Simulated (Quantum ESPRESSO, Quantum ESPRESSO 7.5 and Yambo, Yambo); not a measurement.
## How the form of the self-energy moves the gap of RbCl (Fm-3m)

How much does the gap of RbCl (Fm-3m) depend on the approximation to the self-energy?

Program: Quantum ESPRESSO 7.5 and Yambo 5.3.0. Level of theory: PBE and many-body steps on it, plane waves. Results are calculated unless marked as measured.

Most raw output is cut from this account.

## (1) The starting structure

The structure is cubic, space group Fm-3m (No. 225). The conventional cell has a = 6.579 Å, b = 6.579 Å, c = 6.579 Å, α = 90.00°, β = 90.00°, γ = 90.00°. Nearest to Rb lie 6 Cl at 3.29 Å. Nearest to Cl lie 6 Rb at 3.29 Å. Farther neighbours and most contacts between anions are not listed.

The cell and positions come from the Crystallography Open Database and are kept as given unless a step says otherwise.

## (2) Empty states on the mesh, 4×4×4 mesh, 646 bands

This step: Quantum ESPRESSO 7.5; DFT, PBE, plane waves, norm-conserving pseudopotentials.

The sums over transitions need many empty states on a uniform mesh; this step solves for them.

Contents of pw.in:

```
&control
  calculation = 'nscf'
  prefix = 'x'
  outdir = 'o'
  pseudo_dir = 'pseudo'
/
&system
  ibrav = 0
  nat = 2
  ntyp = 2
  ecutwfc = 50.0
  nbnd = 646
  force_symmorphic = .true.
/
&electrons
  conv_thr = 1e-9
  electron_maxstep = 80
  diago_full_acc = .true.
  diago_thr_init = 5e-6
/
ATOMIC_SPECIES
  Rb 85.468 Rb.upf
  Cl 35.45 Cl.upf
CELL_PARAMETERS angstrom
  -0.0000000000 3.2895000000 3.2895000000
  3.2895000000 -0.0000000000 3.2895000000
  3.2895000000 3.2895000000 -0.0000000000
ATOMIC_POSITIONS crystal
  Rb 0.0000000000 0.0000000000 0.0000000000
  Cl 0.5000000000 0.5000000000 0.5000000000
K_POINTS automatic
  4 4 4 0 0 0
```

The run is started by

```bash
OMP_NUM_THREADS=1 mpirun -n 4 pw.x -nk 4 -in pw.in > pw.out
```

Elapsed: 85 s, on 4 MPI ranks of Arm Neoverse V2, shared host; peak memory 1.1 GiB; 5.7 min of CPU time.

This step gave:

```
gap                                                           : 5.003 eV
k of the valence top                                          : 0, 0, 0
k of the conduction bottom                                    : 0, 0, 0
least direct gap                                              : 5.003 eV
k points computed                                             : 8
lowest point of the top converged band, above the valence top : 243.7556 eV
```

On this mesh the gap is 5.003 eV.

The density comes from a self-consistent run that is not shown.

## (3) Conversion and set-up

This step: Yambo 5.3.0; conversion and set-up on PBE, plane waves, norm-conserving pseudopotentials.

The states are converted to the many-body program's format and the q mesh is built.

The run is started by

```bash
(cd o/x.save; p2y > p2y.log; mv SAVE ../..); yambo > setup.log
```

Elapsed: 2.1 s, on 1 MPI rank; peak memory 0.24 GiB.

## (4) G0W0, Godby-Needs plasmon pole

G0W0 replaces the xc potential by the self-energy, built once from these orbitals. Only a window of levels is corrected, while the sums run over the empty bands that the input names.

This step: G0W0 on PBE, plane waves, norm-conserving pseudopotentials.

Contents of gw2.in:

```
HF_and_locXC
gw0
dyson
ppa
em1d
rim_cut
RandQpts= 1000000
RandGvec= 1 RL
EXXRLvcs= 50 Ry
VXCRLvcs= 200 Ry
Chimod= "HARTREE"
% BndsRnXp
 1 | 268 |
%
NGsBlkXp= 16 Ry
% LongDrXp
 1 | 1 | 1 |
%
% GbndRnge
 1 | 268 |
%
DysSolver= "n"
ExtendOut
PPAPntXp= 27.21138 eV
% QPkrange
 1 | 1 | 7 | 10 |
%
```

The run is started by

```bash
OMP_NUM_THREADS=1 mpirun -n 4 yambo -F gw2.in -J gw2 -C gw2 > gw2.log
```

Run time: 4.4 min. Hardware: 4 MPI ranks; peak memory 1.7 GiB.

This step gave:

```yaml
g0w0_gap_on_the_points_computed: 7.888 eV
starting_gap_on_the_mesh: 5.003 eV
k_of_the_valence_top: 0, 0, 0
k_of_the_conduction_bottom: 0, 0, 0
least_direct_g0w0_gap_on_the_computed_points: 7.888 eV
z_at_the_valence_top: 0.8060
z_at_the_conduction_bottom: 0.8807
```

The gap on the mesh goes from 5.00 eV to 7.89 eV, a correction of +2.88 eV.

## (5) One-shot COHSEX

This step: one-shot COHSEX on PBE, plane waves, norm-conserving pseudopotentials.

Contents of gw4.in:

```
HF_and_locXC
gw0
dyson
cohsex
em1s
rim_cut
RandQpts= 1000000
RandGvec= 1 RL
EXXRLvcs= 50 Ry
VXCRLvcs= 200 Ry
Chimod= "HARTREE"
% BndsRnXs
 1 | 268 |
%
NGsBlkXs= 16 Ry
% LongDrXs
 1 | 1 | 1 |
%
% GbndRnge
 1 | 268 |
%
DysSolver= "n"
ExtendOut
% QPkrange
 1 | 1 | 7 | 10 |
%
```

The run is started by

```bash
OMP_NUM_THREADS=1 mpirun -n 4 yambo -F gw4.in -J gw4 -C gw4 > gw4.log
```

Run time: 2 min. Hardware: 4 MPI ranks; peak memory 1.7 GiB.

Numbers from this step:

```yaml
quasiparticle_gap_on_the_points_computed: 9.866 eV
starting_gap_on_the_mesh: 5.003 eV
k_of_the_valence_top: 0, 0, 0
k_of_the_conduction_bottom: 0, 0, 0
least_direct_quasiparticle_gap_on_the_computed_points: 9.866 eV
z_at_the_valence_top: 1
z_at_the_conduction_bottom: 1
```

Against G0W0 in Yambo (4×4×4 mesh, 268 bands, screening to 217.7 eV, Godby-Needs plasmon pole), the gap moves by +1.978 eV.

## (6) One-shot Hartree-Fock

This step: one-shot Hartree-Fock on PBE, plane waves, norm-conserving pseudopotentials.

Contents of gw5.in:

```
HF_and_locXC
rim_cut
RandQpts= 1000000
RandGvec= 1 RL
EXXRLvcs= 50 Ry
VXCRLvcs= 200 Ry
% QPkrange
 1 | 1 | 7 | 10 |
%
```

The run is started by

```bash
OMP_NUM_THREADS=1 mpirun -n 4 yambo -F gw5.in -J gw5 -C gw5 > gw5.log
```

Elapsed: 2.1 s, on 4 MPI ranks; peak memory 1.1 GiB; 8 s of CPU time.

Numbers from this step:

```yaml
quasiparticle_gap_on_the_mesh: 13.07 eV
starting_gap_on_the_mesh: 5.003 eV
k_of_the_valence_top: 0, 0, 0
k_of_the_conduction_bottom: 0, 0, 0
least_direct_quasiparticle_gap_on_the_computed_points: 13.07 eV
```

Against G0W0 in Yambo (4×4×4 mesh, 268 bands, screening to 217.7 eV, Godby-Needs plasmon pole), the gap moves by +5.183 eV.

## (7) Side by side

Times are wall times on 4 MPI ranks of Arm Neoverse V2, shared host, good to a factor of about two.

| run | mesh | bands | screening cutoff (eV) | DFT gap (eV) | gap on the mesh (eV) | direct (eV) | time |
| --- | --- | --- | --- | --- | --- | --- | --- |
| G0W0, Godby-Needs plasmon pole | 4×4×4 | 268 | 217.7 | 5.003 | 7.888 | 7.888 | 4.4 min |
| one-shot COHSEX | 4×4×4 | 268 | 217.7 | 5.003 | 9.866 | 9.866 | 2 min |
| one-shot Hartree-Fock | 4×4×4 | - | - | 5.003 | 13.071 | 13.071 | 2.1 s |

## (8) Outcome

| Quantity | Value |
| --- | --- |
| G0W0, Godby-Needs plasmon pole | 7.888 eV |
| one-shot COHSEX | 9.866 eV |
| one-shot Hartree-Fock | 13.071 eV |
| known limits | not at the basis limit; no spin-orbit coupling |

What this shows: One-shot COHSEX: +1.978 eV against G0W0, Godby-Needs plasmon pole. One-shot Hartree-Fock: +5.183 eV against G0W0, Godby-Needs plasmon pole. Bare exchange alone opens the gap to 13.07 eV; against G0W0, correlation takes back 5.18 eV. Static COHSEX lies above G0W0: it lacks the factor Z and overstates the Coulomb hole of the filled states. Bands and cutoff are finite, so the gap is not at the basis limit. The miss can reach some tenths of an eV and take either sign; the mesh is an error of its own. The many-body steps are scalar-relativistic: spin-orbit coupling is not in them.

[Paths, hosts, dates, memory and timing lines, banners, echoed tables and standing remarks are left out of the program output.]

[Logs are printed without paths, hosts, clocks, repeated set-up lines and the standing remarks that a program may print on its own settings, such as how far it seeks lower states.]

[Runs of the session that timed out or met a known fault of the program may be left out.]

[Hosts, paths, dates, database ids (printed as entryN), source tags and the programs' standing remarks are cut or masked in the printed files.]
